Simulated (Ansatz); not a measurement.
# WS2: the cost of one run

Computed with Ansatz 0.2.0 (DFT PBE+D3(BJ), scalar-relativistic, plane waves, PAW, unless a step's input says otherwise).

**1. Starting point**

It takes space group P-6m2 (No. 187, hexagonal). The conventional cell has a = 3.183 Å, b = 3.183 Å, c = 23.119 Å, α = 90.00°, β = 90.00°, γ = 120.00°. Around S (site symmetry 3m) lie 3 W at 2.41 Å. W (site symmetry -6m2) has 6 S at 2.41 Å as nearest neighbours.

Coordinates:

```xyz
3
Lattice="3.1830 0.0000 0.0000 -1.5915 2.7565 0.0000 0.0000 0.0000 23.1191" Properties=species:S:1:pos:R:3 pbc="T T T"
S     1.5915    0.9188   10.0000
W     0.0000    1.8377   11.5593
S     1.5915    0.9188   13.1191
```

Free-standing sheet.

**2. Relaxing the sheet and its cell in the plane**

Input file input.yaml:

```yaml
crystal:
  lattice:
    - [3.18295417, 0.0, 0.0]
    - [-1.59147708, 2.75651917, 0.0]
    - [0.0, 0.0, 23.1191467855]
  atoms:
    - { symbol: S, position: [0.66666667, 0.33333334, 0.432541914] }
    - { symbol: W, position: [0.33333333, 0.66666666, 0.4999893213] }
    - { symbol: S, position: [0.66666667, 0.33333334, 0.567458086] }
basis:
  ecutwfc: 420.0
  fft_grid_basis: typed
kpoints:
  mp_grid: { grid: [12, 12, 1] }
hamiltonian:
  xc: pbe
  dispersion: d3bj
  pseudopotentials: { kind: paw }
scf:
  occupations: { method: gaussian, width: 0.05 }
output:
  forces: true
  eigenvalues: true
  stress: true
efield:
  axis: 3
  dipole_correction: true
  ramp_width: 0.04
relax:
  adjacent_minimum: "off"
  f_tol: 0.02
  max_steps: 60
  cell: { fix: [c, alpha, beta], stress_tol: 0.05 }
```

Run with:

```console
> ansatz run input.yaml --threads 4 --pin off --max-ram 8847MiB --backend cpu --events-out ev --progress --plain --runs-dir out
```

Q: Estimate wall time and peak memory on 4 threads of Arm Neoverse V1, shared host.

About 12 s, with a peak of 0.49 GiB.
